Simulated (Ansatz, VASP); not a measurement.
**Two plane-wave programs on CdS (Greenockite)**

INCAR

```
SYSTEM = CdS
PREC = Accurate ; ENCUT = 520
EDIFF = 1E-6 ; ISMEAR = 0
SIGMA = 0.01 ; LREAL = .False.
LASPH = .True. ; NELM = 60
ALGO = Normal ; ISIF = 2
LWAVE = .False. ; LCHARG = .False.
NBANDS = 26
```

KPOINTS

```
regular mesh
0
Gamma
  6 6 2
  0 0 0
```

The input POSCAR:

```
CdS
1.0
    4.1500000000      0.0000000000      0.0000000000
   -2.0750000000      3.5940100000      0.0000000000
    0.0000000000      0.0000000000      6.7370000000
Cd S
2 2
Direct
    0.3339800000      0.6722300000      0.9961400000
    0.6473900000      0.3066000000      0.4931500000
    0.3239900000      0.6518600000      0.3733800000
    0.6562400000      0.3279800000      0.8867837361
```

Input for Ansatz:

```yaml
crystal:
  lattice:
    - [4.15, 0.0, 0.0]
    - [-2.075, 3.59401, 0.0]
    - [0.0, 0.0, 6.737]
  atoms:
    - { symbol: Cd, position: [0.33398, 0.67223, 0.99614] }
    - { symbol: Cd, position: [0.64739, 0.3066, 0.49315] }
    - { symbol: S, position: [0.32399, 0.65186, 0.37338] }
    - { symbol: S, position: [0.65624, 0.32798, 0.8867837360843106] }
basis:
  ecutwfc: 540.0
  xc_grid: 2
kpoints:
  mp_grid:
    grid: [6, 6, 2]
hamiltonian:
  xc: lda
scf:
  convergence:
    dr2_threshold: 1.0e-09
  occupations:
    method: fixed
output:
  forces: true
  stress: true
```

Alike in both runs: task single point; functional LDA; k mesh 6 × 6 × 2; no spin polarisation.

|  | VASP | Ansatz |
| --- | --- | --- |
| version | VASP 6.6.1 | Ansatz 0.2.0 |
| potentials or method | VASP PAW LDA potentials, release 64 (Cd, S) | plane waves, PAW |
| plane-wave cutoff (eV) | 520 | 540 |
| occupations | gaussian, width 0.01 eV | fixed |
| valence electrons in the cell | 36 | 52 |

Ansatz gave:

- pressure (GPa): -3.0
- largest component of the traceless stress (GPa): 1.05
- rms of the force components (eV/Å): 0.239

Which values does VASP return?

Pressure (GPa): -2.5; largest component of the traceless stress (GPa): 1.12; rms of the force components (eV/Å): 0.247.

Atom by atom the forces differ by 0.009 eV/Å (rms over components). The two sets of potentials don't hold the same shells in valence. Ansatz warned: «stress_scf_threshold_loose».

Caveats: the k mesh is coarse (spacing up to 0.47 Å⁻¹), so the values aren't converged. LDA gaps usually lie below the measured ones, often by a third to a half.
